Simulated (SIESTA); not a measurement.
The system is InAs.

```
CELL_PARAMETERS angstrom
0.00000 3.01800 3.01800
3.01800 0.00000 3.01800
3.01800 3.01800 0.00000
ATOMIC_POSITIONS crystal
In 0.00000 0.00000 0.00000
As 0.75000 0.75000 0.75000
```

Base run:

- Program: SIESTA 5.4.2
- Functional: PBE
- Potentials or basis: PseudoDojo 0.4 standard (PBE files, fully relativistic)
- Basis: DZP (energy shift 0.002 Ry; radii capped at 9.5 bohr)
- Grid cutoff: 500 Ry
- Energy shift: 0.002 Ry
- k mesh: 6 × 6 × 6
- Occupations: fermi-dirac, width 0.05 eV
- Spin: non-collinear spin, zero start, spin-orbit coupling
- Starting moments: [[0.0, 0.0, 0.0], [0.0, 0.0, 0.0]] μB

Its results: band gap on the k mesh none (metal or under the smearing width); pressure 5.1 GPa; net moment 0.00 μB per cell.

Q: The run is repeated on the same cell with these changes: functional from PBE to LDA. What comes out?

A: Band gap on the k mesh none (metal or under the smearing width); pressure 0.3 GPa; net moment 0.00 μB per cell.

LDA binds more tightly than PBE, so the same cell stands under less pressure.

Caveats: semicore shells carry a single zeta, which can move pressures by several GPa and volumes by a few percent; the basis of atomic orbitals isn't converged, which shifts pressures, moduli and gaps; the potentials were made for another functional, which shifts forces and pressure (some runs).

Not every run made on this cell is shown here.
